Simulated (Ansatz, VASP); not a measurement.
# Nb: VASP beside Ansatz

```
CELL_PARAMETERS angstrom
2.99106 0.00000 0.00000
-1.49553 2.59034 0.00000
0.00000 0.00000 24.76877
ATOMIC_POSITIONS crystal
Nb 0.66667 0.33333 0.30280
Nb 0.33333 0.66667 0.40140
Nb 0.00000 0.00000 0.50000
Nb 0.66667 0.33333 0.59860
Nb 0.33333 0.66667 0.69720
```

The slab is cut from a database's or a generator's crystal, which needn't be the stable form of the element.

Alike in both runs: functional PBE; k mesh 10 × 10 × 1; occupations fermi-dirac, width 0.05 eV; no spin polarisation.

```csv
,VASP,Ansatz
version,VASP 6.6.1,Ansatz 0.2.0
potentials or method,"VASP PAW PBE potentials, release 64 (Nb_sv)",Ansatz PAW
plane-wave cutoff (eV),520,420
valence electrons in the cell,65,65
task,single point,band structure
```

Ansatz gave:

```
gap on the k mesh at the Fermi level (eV)  : none
rms of the force components (eV/Å)         : 0.074
work function, face that differs most (eV) : 4.37
```

Problem. Estimate VASP's values.

Solution. gap on the k mesh at the Fermi level (eV): none; rms of the force components (eV/Å): 0.077; work function, face that differs most (eV): 4.37.

Atom by atom the forces differ by 0.005 eV/Å (rms over components). A gap of «none» marks a metal or a gap that the smearing closes. With one functional, cell and mesh, what is left measures potentials, basis and numerics.
